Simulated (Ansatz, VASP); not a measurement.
**Two plane-wave programs on Ir**

```
Ir
1.0
     2.70699    0.00000    0.00000
    -1.35350    2.34432    0.00000
     0.00000    0.00000    4.60982
Ir
2
Direct
  0.66667 0.33333 0.75000
  0.33333 0.66667 0.25000
```

Alike in both runs: task single point; functional PBEsol; k mesh 24 × 24 × 12; occupations gaussian, width 0.15 eV; no spin polarisation.

|  | VASP | Ansatz |
| --- | --- | --- |
| version | VASP 6.6.1 | Ansatz 0.2.0 |
| potentials or method | VASP PAW PBE potentials, release 64 (Ir) | scalar-relativistic, plane waves, PAW |
| plane-wave cutoff (eV) | 520 | 420 |
| valence electrons in the cell | 18 | 34 |

```tsv
	VASP	Ansatz	Ansatz less VASP
gap on the k mesh at the Fermi level (eV)	none	none	-
pressure (GPa)	-11.0	-11.7	-0.73
largest component of the traceless stress (GPa)	11.01	10.99	-0.021
```

A gap of «none» marks a metal or a gap that the smearing closes. The functional is the same, so the differences come from potentials, cutoffs and numerics. The two sets of potentials don't hold the same shells in valence.

Caveats: the PAW data sets were made with another functional, which shifts forces and pressure a little (VASP). The runs have no spin-orbit coupling, so splittings on Ir are missing.
